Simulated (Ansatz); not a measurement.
# Stationary points along a deformation path in WS$_{2}$

The calculation used Ansatz, DFT r2SCAN, scalar-relativistic, plane waves, PAW. The runs took a 500 eV cutoff, a Γ-centred 12×12×12 mesh and Gaussian smearing (0.05 eV). Spin–orbit coupling is left out, which matters for the heavy elements here. No spin polarisation. Energies are free energies at this smearing, counted from the undisturbed cell; pressure is positive in compression.

The undisturbed cell (as given, not relaxed at this level; it stands at 2.6 GPa; this form isn't the usual structure):

```
CELL_PARAMETERS angstrom
1.57900 0.91164 6.16333
-1.57900 0.91164 6.16333
0.00000 -1.82327 6.16333
ATOMIC_POSITIONS crystal
W 0.00000 0.00000 0.00000
S 0.75030 0.75030 0.75030
S 0.58100 0.58100 0.58100
```

The cell holds layers and no dispersion correction was added, so their binding is poorly described.

At fixed volume and fractional coordinates, lengths along (0.000, 0.000, 1.000) are scaled against those across it; ρ is that ratio over its starting value. V = 17.744 Å³/atom. Δσ is the stress along the axis less the mean stress across it (compression positive).

| ρ | ΔE (meV/atom) | Δσ (GPa) | space group |
| --- | --- | --- | --- |
| 0.800 | 314.0 | 35.78 | R3m |
| 0.850 | 170.3 | 28.25 | R3m |
| 0.920 | 43.5 | 15.05 | R3m |
| 0.960 | 8.9 | 6.94 | R3m |
| 1.000 | 0.0 | -1.11 | R3m |
| 1.050 | 21.9 | -11.13 | R3m |
| 1.100 | 77.2 | -21.14 | R3m |
| 1.200 | 276.2 | -41.04 | R3m |
| 1.300 | 575.2 | -60.18 | R3m |

**Question.** How does the stress give the slope of the energy, and where is the energy stationary?

**Answer.** Along the path d ln(length) is 2/3 d ln ρ on the axis and −1/3 d ln ρ across it, so dE/d ln ρ = −(2/3) V Δσ: the energy falls with ρ where Δσ is positive. Δσ vanishes or changes sign between ρ = 0.960 and 1.000, a minimum (near 0.99 by linear interpolation). Pairs of stationary points between two samples would go unseen, and could change a minimum read from distant neighbours into a maximum.

**Question.** Integrate that slope from ρ = 1 to 0.850 by the trapezoid rule.

**Answer.** With V/N in Å³ and 1 eV/Å³ = 160.2 GPa the slopes at ρ = 1.000, 0.960, 0.920, 0.850 are 82, -513, -1111, -2086 meV/atom per unit of ln ρ. The steps add 8.8 + 34.5 + 126.5 = 169.8 meV/atom, against 170.3 from the energies; the trapezoid rule misses the curvature of the slope within each step.

Forces appear on the atoms along this scan, and letting them relax would lower the energy and soften the response. The gap closes along the scan, which can put kinks into the curve.

Cost: 9 runs of about 11 core-minutes in all, on Intel Xeon Processor @ 2.50GHz (Skylake/Cascade Lake) (shared hosts).